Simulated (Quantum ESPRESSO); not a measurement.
# MoS2 (P6_3/mmc) in Quantum ESPRESSO: further runs

Runs on MoS2. Level: PBE. Tasks: band structure.

All numbers are computed with Quantum ESPRESSO 7.5; they aren't measurements. Logs are shortened: lines on timing, memory, paths and dates and some standing lists are left out, and cuts for length are marked.

**What was measured.**

From “Multiwavelength excitation Raman Scattering Analysis of bulk and 2 dimensional MoS2: Vibrational properties of atomically thin MoS2 layers”, 2015, arxiv:1506.03228, for a bulk crystal of MoS2 at 300 K: band gap 1.3 eV (indirect).

The runs below are set against these values where they give the same quantity.

**1. The crystal as given**

Symmetry: P6_3/mmc, No. 194, hexagonal system. Conventional cell: a = 3.169 Å, b = 3.169 Å, c = 12.324 Å, α = 90.00°, β = 90.00°, γ = 120.00°. Mo (site symmetry -6m2) is surrounded by 6 S at 2.41 Å. S (site symmetry 3m) is surrounded by 3 Mo at 2.41 Å.

**2. Band structure, PBE**

The input, pw.in:

```
&CONTROL
  calculation = 'scf'
  prefix = 'pwscf'
  outdir = './tmp'
  pseudo_dir = './pseudo'
  tprnfor = .true.
  tstress = .true.
  disk_io = 'low'
/
&SYSTEM
  ibrav = 0
  nat = 6
  ntyp = 2
  ecutwfc = 70
  nbnd = 36
  occupations = 'smearing'
  smearing = 'fd'
  degauss = 0.00367493
/
&ELECTRONS
  conv_thr = 1.2d-09
  electron_maxstep = 120
  mixing_beta = 0.5
/
ATOMIC_SPECIES
Mo    95.9500 Mo_ONCV_PBE-1.2.upf
S     32.0600 S_ONCV_PBE-1.2.upf
CELL_PARAMETERS bohr
   5.9885420889    0.0000000000    0.0000000000
  -2.9942710445    5.1862295807    0.0000000000
   0.0000000000    0.0000000000   23.2889847599
ATOMIC_POSITIONS bohr
Mo     2.9942710448    1.7287431934   17.4667385699
Mo    -0.0000000003    3.4574863873    5.8222461900
S      2.9942710448    1.7287431934    8.7799472545
S     -0.0000000003    3.4574863873   20.4244396344
S      2.9942710448    1.7287431934    2.8645451255
S     -0.0000000003    3.4574863873   14.5090375054
K_POINTS automatic
10 10 3 0 0 0
```

The input, pp_density.in:

```
&INPUTPP
  prefix = 'pwscf'
  outdir = './tmp'
  filplot = 'density.dat'
  plot_num = 0
/
&PLOT
  nfile = 1
  filepp(1) = 'density.dat'
  iflag = 3
  output_format = 6
  fileout = 'density.cube'
/
```

The input, pp_potential.in:

```
&INPUTPP
  prefix = 'pwscf'
  outdir = './tmp'
  filplot = 'potential.dat'
  plot_num = 11
/
&PLOT
  nfile = 1
  filepp(1) = 'potential.dat'
  iflag = 3
  output_format = 6
  fileout = 'potential.cube'
/
```

The input, pp_elf.in:

```
&INPUTPP
  prefix = 'pwscf'
  outdir = './tmp'
  filplot = 'elf.dat'
  plot_num = 8
/
&PLOT
  nfile = 1
  filepp(1) = 'elf.dat'
  iflag = 3
  output_format = 6
  fileout = 'elf.cube'
/
```

The input, bands.in:

```
&CONTROL
  calculation = 'bands'
  prefix = 'pwscf'
  outdir = './tmp'
  pseudo_dir = './pseudo'
  disk_io = 'low'
  verbosity = 'high'
/
&SYSTEM
  ibrav = 0
  nat = 6
  ntyp = 2
  ecutwfc = 70
  nbnd = 36
  occupations = 'smearing'
  smearing = 'fd'
  degauss = 0.00367493
/
&ELECTRONS
  conv_thr = 1d-08
  electron_maxstep = 120
  mixing_beta = 0.5
  diago_full_acc = .true.
/
ATOMIC_SPECIES
Mo    95.9500 Mo_ONCV_PBE-1.2.upf
S     32.0600 S_ONCV_PBE-1.2.upf
CELL_PARAMETERS bohr
   5.9885420889    0.0000000000    0.0000000000
  -2.9942710445    5.1862295807    0.0000000000
   0.0000000000    0.0000000000   23.2889847599
ATOMIC_POSITIONS bohr
Mo     2.9942710448    1.7287431934   17.4667385699
Mo    -0.0000000003    3.4574863873    5.8222461900
S      2.9942710448    1.7287431934    8.7799472545
S     -0.0000000003    3.4574863873   20.4244396344
S      2.9942710448    1.7287431934    2.8645451255
S     -0.0000000003    3.4574863873   14.5090375054
K_POINTS crystal
60
 0.0000000000  0.0000000000  0.0000000000 1
 0.0555555556  0.0000000000  0.0000000000 1
 0.1111111111  0.0000000000  0.0000000000 1
 0.1666666667  0.0000000000  0.0000000000 1
 0.2222222222  0.0000000000  0.0000000000 1
 0.2777777778  0.0000000000  0.0000000000 1
 0.3333333333  0.0000000000  0.0000000000 1
 0.3888888889  0.0000000000  0.0000000000 1
 0.4444444444  0.0000000000  0.0000000000 1
 0.5000000000  0.0000000000  0.0000000000 1
 0.4666666667  0.0666666667  0.0000000000 1
 0.4333333333  0.1333333333  0.0000000000 1
 0.4000000000  0.2000000000  0.0000000000 1
 0.3666666667  0.2666666667  0.0000000000 1
 0.3333333333  0.3333333333  0.0000000000 1
 0.3030303030  0.3030303030  0.0000000000 1
 0.2727272727  0.2727272727  0.0000000000 1
 0.2424242424  0.2424242424  0.0000000000 1
 0.2121212121  0.2121212121  0.0000000000 1
 0.1818181818  0.1818181818  0.0000000000 1
 0.1515151515  0.1515151515  0.0000000000 1
 0.1212121212  0.1212121212  0.0000000000 1
 0.0909090909  0.0909090909  0.0000000000 1
 0.0606060606  0.0606060606  0.0000000000 1
 0.0303030303  0.0303030303  0.0000000000 1
 0.0000000000  0.0000000000  0.0000000000 1
 0.0000000000  0.0000000000  0.5000000000 1
 0.0500000000  0.0000000000  0.5000000000 1
 0.1000000000  0.0000000000  0.5000000000 1
 0.1500000000  0.0000000000  0.5000000000 1
 0.2000000000  0.0000000000  0.5000000000 1
 0.2500000000  0.0000000000  0.5000000000 1
 0.3000000000  0.0000000000  0.5000000000 1
 0.3500000000  0.0000000000  0.5000000000 1
 0.4000000000  0.0000000000  0.5000000000 1
 0.4500000000  0.0000000000  0.5000000000 1
 0.5000000000  0.0000000000  0.5000000000 1
 0.4666666667  0.0666666667  0.5000000000 1
 0.4333333333  0.1333333333  0.5000000000 1
 0.4000000000  0.2000000000  0.5000000000 1
 0.3666666667  0.2666666667  0.5000000000 1
 0.3333333333  0.3333333333  0.5000000000 1
 0.3076923077  0.3076923077  0.5000000000 1
 0.2820512821  0.2820512821  0.5000000000 1
 0.2564102564  0.2564102564  0.5000000000 1
 0.2307692308  0.2307692308  0.5000000000 1
 0.2051282051  0.2051282051  0.5000000000 1
 0.1794871795  0.1794871795  0.5000000000 1
 0.1538461538  0.1538461538  0.5000000000 1
 0.1282051282  0.1282051282  0.5000000000 1
 0.1025641026  0.1025641026  0.5000000000 1
 0.0769230769  0.0769230769  0.5000000000 1
 0.0512820513  0.0512820513  0.5000000000 1
 0.0256410256  0.0256410256  0.5000000000 1
 0.0000000000  0.0000000000  0.5000000000 1
 0.5000000000  0.0000000000  0.5000000000 1
 0.5000000000  0.0000000000  0.2500000000 1
 0.5000000000  0.0000000000  0.0000000000 1
 0.3333333333  0.3333333333  0.0000000000 1
 0.3333333333  0.3333333333  0.5000000000 1
```

Potentials or basis: SG15 PBE 1.2.

On the command line:

```console
$ OMP_NUM_THREADS=1 mpirun -n 2 pw.x -nk 2 -in pw.in > pw.out
$ OMP_NUM_THREADS=1 mpirun -n 1 pp.x -in pp_density.in > pp_density.out
$ OMP_NUM_THREADS=1 mpirun -n 1 pp.x -in pp_potential.in > pp_potential.out
$ OMP_NUM_THREADS=1 mpirun -n 1 pp.x -in pp_elf.in > pp_elf.out
$ OMP_NUM_THREADS=1 mpirun -n 2 pw.x -nk 2 -in bands.in > bands.out
```

pw.out:

```text
This program is part of the open-source Quantum ESPRESSO suite
     for quantum simulation of materials; please cite
[... 6 lines left out ...]
     using ibrav=0 with symmetry is DISCOURAGED, use correct ibrav instead

     K-points division:     npool     =       2
     Subspace diagonalization in iterative solution of the eigenvalue problem:
     a serial algorithm will be used

     G-vector sticks info
     --------------------
     sticks:   dense  smooth     PW     G-vecs:    dense   smooth      PW
     Sum         685     685    199                57065    57065    9037

     Using Slab Decomposition

     bravais-lattice index     =            0
     lattice parameter (alat)  =       5.9885  a.u.
     unit-cell volume          =     723.3082 (a.u.)^3
     number of atoms/cell      =            6
     number of atomic types    =            2
     number of electrons       =        52.00
     number of Kohn-Sham states=           36
     kinetic-energy cutoff     =      70.0000  Ry
     charge density cutoff     =     280.0000  Ry
     scf convergence threshold =      1.2E-09
     mixing beta               =       0.5000
     number of iterations used =            8  plain     mixing
     Exchange-correlation= PBE
                           (   1   4   3   4   0   0   0)

     celldm(1)=   5.988542  celldm(2)=   0.000000  celldm(3)=   0.000000
     celldm(4)=   0.000000  celldm(5)=   0.000000  celldm(6)=   0.000000

     crystal axes: (cart. coord. in units of alat)
               a(1) = (   1.000000   0.000000   0.000000 )
               a(2) = (  -0.500000   0.866025   0.000000 )
               a(3) = (   0.000000   0.000000   3.888924 )

     reciprocal axes: (cart. coord. in units 2 pi/alat)
               b(1) = (  1.000000  0.577350 -0.000000 )
               b(2) = (  0.000000  1.154701  0.000000 )
               b(3) = (  0.000000 -0.000000  0.257141 )

     PseudoPot. # 1 for Mo read from file:
     Mo_ONCV_PBE-1.2.upf
     Pseudo is Norm-conserving, Zval = 14.0
     Generated using ONCVPSP code by D. R. Hamann
     Using radial grid of  602 points,  6 beta functions with:
                l(1) =   0
                l(2) =   0
                l(3) =   1
                l(4) =   1
                l(5) =   2
                l(6) =   2

     PseudoPot. # 2 for S  read from file:
     S_ONCV_PBE-1.2.upf
     Pseudo is Norm-conserving, Zval =  6.0
     Generated using ONCVPSP code by D. R. Hamann
     Using radial grid of  602 points,  4 beta functions with:
                l(1) =   0
                l(2) =   0
                l(3) =   1
                l(4) =   1

     atomic species   valence    mass     pseudopotential
     Mo               14.00    95.95000     Mo( 1.00)
     S                 6.00    32.06000     S ( 1.00)

     24 Sym. Ops., with inversion, found (12 have fractional translation)

   Cartesian axes

     site n.     atom                  positions (alat units)
         1        Mo     tau(   1) = (   0.5000000   0.2886751   2.9166930  )
         2        Mo     tau(   2) = (  -0.0000000   0.5773503   0.9722310  )
         3        S      tau(   3) = (   0.5000000   0.2886751   1.4661243  )
         4        S      tau(   4) = (  -0.0000000   0.5773503   3.4105863  )
         5        S      tau(   5) = (   0.5000000   0.2886751   0.4783376  )
         6        S      tau(   6) = (  -0.0000000   0.5773503   2.4227996  )

     number of k points=    28  Fermi-Dirac smearing, width (Ry)=  0.0037
                       cart. coord. in units 2pi/alat
        k(    1) = (   0.0000000   0.0000000   0.0000000), wk =   0.0066667
        k(    2) = (   0.0000000   0.0000000   0.0857135), wk =   0.0133333
        k(    3) = (   0.0000000   0.1154701   0.0000000), wk =   0.0400000
        k(    4) = (   0.0000000   0.1154701   0.0857135), wk =   0.0800000
        k(    5) = (   0.0000000   0.2309401   0.0000000), wk =   0.0400000
        k(    6) = (   0.0000000   0.2309401   0.0857135), wk =   0.0800000
[... 20 lines left out ...]
        k(   27) = (   0.3000000   0.5196152   0.0000000), wk =   0.0400000
        k(   28) = (   0.3000000   0.5196152   0.0857135), wk =   0.0800000

     Dense  grid:    57065 G-vectors     FFT dimensions: (  32,  32, 128)

     Initial potential from superposition of free atoms

     starting charge      51.7773, renormalised to      52.0000
     Starting wfcs are random

     Self-consistent Calculation

     iteration #  1     ecut=    70.00 Ry     beta= 0.50
     Davidson diagonalization with overlap
     ethr =  1.00E-02,  avg # of iterations =  9.8

     Threshold (ethr) on eigenvalues was too large:
     Diagonalizing with lowered threshold

     Davidson diagonalization with overlap
     ethr =  3.70E-04,  avg # of iterations =  3.0

     total energy              =    -356.46137496 Ry
     estimated scf accuracy    <       0.18022424 Ry

     iteration #  2     ecut=    70.00 Ry     beta= 0.50
     Davidson diagonalization with overlap
     ethr =  3.47E-04,  avg # of iterations =  2.3
[... 50 lines left out ...]
     total energy              =    -356.50161976 Ry
     estimated scf accuracy    <          2.3E-09 Ry

     iteration # 10     ecut=    70.00 Ry     beta= 0.50
     Davidson diagonalization with overlap
     ethr =  4.49E-12,  avg # of iterations =  2.7

     End of self-consistent calculation

          k = 0.0000 0.0000 0.0000 (  7077 PWs)   bands (ev):

   -50.5516 -50.5516 -24.7066 -24.7065 -24.4891 -24.4891 -24.4891 -24.4891
    -3.9944  -3.7252  -2.7824  -2.3408   4.1001   5.1326   7.4812   7.6855
     7.6855   7.6989   7.6989   8.7889   8.7889   8.8356   8.8356   9.7812
     9.8229  10.9647  13.0732  13.0732  13.1023  13.1023  13.2295  13.2295
    13.4002  13.4002  16.5371  16.6856

          k = 0.0000 0.0000 0.0857 (  7088 PWs)   bands (ev):
[... 65 lines left out ...]
   -50.5157 -50.5157 -24.8406 -24.8406 -24.6354 -24.6354 -24.5703 -24.5703
    -2.2383  -2.1659  -1.9024  -1.8251   4.5948   4.7521   5.5238   5.6255
     6.2198   6.5102   7.2214   7.2606   8.3361   8.5217   9.1530   9.2349
     9.3793   9.5052  12.5058  12.5528  12.7672  12.9916  13.9088  14.3272
    14.4433  14.6379  16.9671  17.3686

          k = 0.0000-0.5774 0.0000 (  7162 PWs)   bands (ev):

   -50.5119 -50.5119 -24.8766 -24.8766 -24.6278 -24.6278 -24.5788 -24.5788
    -2.0063  -1.8982  -1.8412  -1.7442   4.3049   4.6126   5.2931   5.5197
     5.8459   6.5057   7.0835   7.1635   8.2350   8.4875   9.2341   9.4330
     9.5651   9.6893  12.5560  12.6013  12.9597  13.2171  13.8288  14.3985
    14.7471  14.8250  16.3093  16.5874

          k = 0.0000-0.5774 0.0857 (  7168 PWs)   bands (ev):

   -50.5119 -50.5119 -24.8766 -24.8766 -24.6278 -24.6278 -24.5788 -24.5788
    -1.9884  -1.9414  -1.8008  -1.7593   4.3737   4.5271   5.3138   5.3976
     6.0870   6.3872   7.1025   7.1425   8.2866   8.4110   9.2839   9.3833
     9.6033   9.6639  12.5657  12.5881  13.0319  13.1602  13.9980  14.4315
    14.5039  14.7166  16.4653  16.7135

          k = 0.1000 0.1732 0.0000 (  7130 PWs)   bands (ev):

   -50.5409 -50.5409 -24.6856 -24.6855 -24.5926 -24.5926 -24.5161 -24.5161
    -3.5591  -3.2991  -2.5757  -2.1896   4.5678   5.5622   6.8273   6.8850
     6.8981   7.7344   7.9778   8.0852   8.0997   8.1258   9.0985   9.7757
     9.8733  10.1503  12.3656  12.7180  12.8161  12.9309  13.0075  13.0847
    13.7315  13.8855  18.2124  18.4240
[... 115 lines left out ...]
   -50.5076 -50.5076 -24.7973 -24.7973 -24.7118 -24.7118 -24.6194 -24.6194
    -1.7408  -1.7189  -1.6536  -1.6322   4.8666   4.9426   5.3518   5.4302
     6.3745   6.4393   6.6103   6.7116   7.3115   7.4846   8.1376   8.3331
    10.1153  10.1924  12.1317  12.1678  13.0839  13.4920  13.7224  13.7567
    15.0056  15.1890  17.3381  17.7967

     the Fermi energy is    11.3803 ev

!    total energy              =    -356.50161976 Ry
     estimated scf accuracy    <          3.6E-11 Ry
     smearing contrib. (-TS)   =      -0.00000016 Ry
     internal energy E=F+TS    =    -356.50161959 Ry

     The total energy is F=E-TS. E is the sum of the following terms:
     one-electron contribution =    -176.40883146 Ry
     hartree contribution      =     109.06196086 Ry
     xc contribution           =     -49.45976124 Ry
     ewald contribution        =    -239.69498775 Ry

     convergence has been achieved in  10 iterations

     Forces acting on atoms (cartesian axes, Ry/au):

     atom    1 type  1   force =     0.00000000   -0.00000000   -0.00000000
     atom    2 type  1   force =     0.00000000    0.00000000    0.00000000
     atom    3 type  2   force =    -0.00000000    0.00000000   -0.00153868
     atom    4 type  2   force =     0.00000000    0.00000000   -0.00153868
     atom    5 type  2   force =    -0.00000000    0.00000000    0.00153868
     atom    6 type  2   force =    -0.00000000   -0.00000000    0.00153868

     Total force =     0.003077     Total SCF correction =     0.000001

     Computing stress (Cartesian axis) and pressure

          total   stress  (Ry/bohr**3)                   (kbar)     P=       21.50
   0.00013452   0.00000000  -0.00000000           19.79        0.00       -0.00
   0.00000000   0.00013452  -0.00000000            0.00       19.79       -0.00
  -0.00000000  -0.00000000   0.00016934           -0.00       -0.00       24.91

=------------------------------------------------------------------------------=
   JOB DONE.
=------------------------------------------------------------------------------=
```

Run time: 3.4 min. Hardware: 2 MPI ranks of Intel Xeon Platinum 8259CL at 2.50GHz (Skylake/Cascade Lake), shared host; peak memory 0.38 GiB.

Results:

| Property | Result |
| --- | --- |
| Free energy | -4850.4516 eV |
| Pressure | 2.1 GPa |
| Largest force | 0.040 eV/Å |
| Band gap on the k mesh | 0.94 eV, indirect (least direct gap 1.87 eV) |
| Band gap along the path | 0.88 eV, indirect (least direct gap 1.66 eV) |

Forces on the atoms (eV/Å):
```
Mo   0.000  0.000  0.000
Mo   0.000  0.000  0.000
S    0.000  0.000 -0.040
S    0.000  0.000 -0.040
S    0.000  0.000  0.040
S    0.000  0.000  0.040
```

Levels at the corners of the path, in eV from the valence-band top:
| point | band 22 | band 23 | band 24 | band 25 | band 26 | band 27 | band 28 | band 29 | band 30 | band 31 |
| --- | --- | --- | --- | --- | --- | --- | --- | --- | --- | --- |
| Γ | -2.13 | -2.13 | -1.18 | -1.14 | 0.00 | 2.11 | 2.11 | 2.14 | 2.14 | 2.26 |
| M | -2.48 | -1.73 | -1.53 | -1.40 | -1.28 | 1.59 | 1.64 | 1.99 | 2.25 | 2.86 |
| K | -3.79 | -2.70 | -2.70 | -0.77 | -0.61 | 1.05 | 1.05 | 1.86 | 2.83 | 2.83 |
| Γ | -2.13 | -2.13 | -1.18 | -1.14 | 0.00 | 2.11 | 2.11 | 2.14 | 2.14 | 2.26 |
| A | -2.15 | -2.15 | -2.15 | -0.27 | -0.27 | 2.11 | 2.11 | 2.11 | 2.11 | 2.36 |
| L | -2.62 | -1.63 | -1.63 | -1.33 | -1.33 | 1.61 | 1.61 | 2.13 | 2.13 | 3.23 |
| H | -3.43 | -2.88 | -2.88 | -0.70 | -0.70 | 1.05 | 1.05 | 2.32 | 2.32 | 2.87 |
| A | -2.15 | -2.15 | -2.15 | -0.27 | -0.27 | 2.11 | 2.11 | 2.11 | 2.11 | 2.36 |
| L | -2.62 | -1.63 | -1.63 | -1.33 | -1.33 | 1.61 | 1.61 | 2.13 | 2.13 | 3.23 |
| M | -2.48 | -1.73 | -1.53 | -1.40 | -1.28 | 1.59 | 1.64 | 1.99 | 2.25 | 2.86 |
| K | -3.79 | -2.70 | -2.70 | -0.77 | -0.61 | 1.05 | 1.05 | 1.86 | 2.83 | 2.83 |
| H | -3.43 | -2.88 | -2.88 | -0.70 | -0.70 | 1.05 | 1.05 | 2.32 | 2.32 | 2.87 |

Caveat: this functional lacks dispersion, which binds the layers, so the pressure and a relaxed spacing across them are unreliable.

(Part 1 of 2 ends here.)
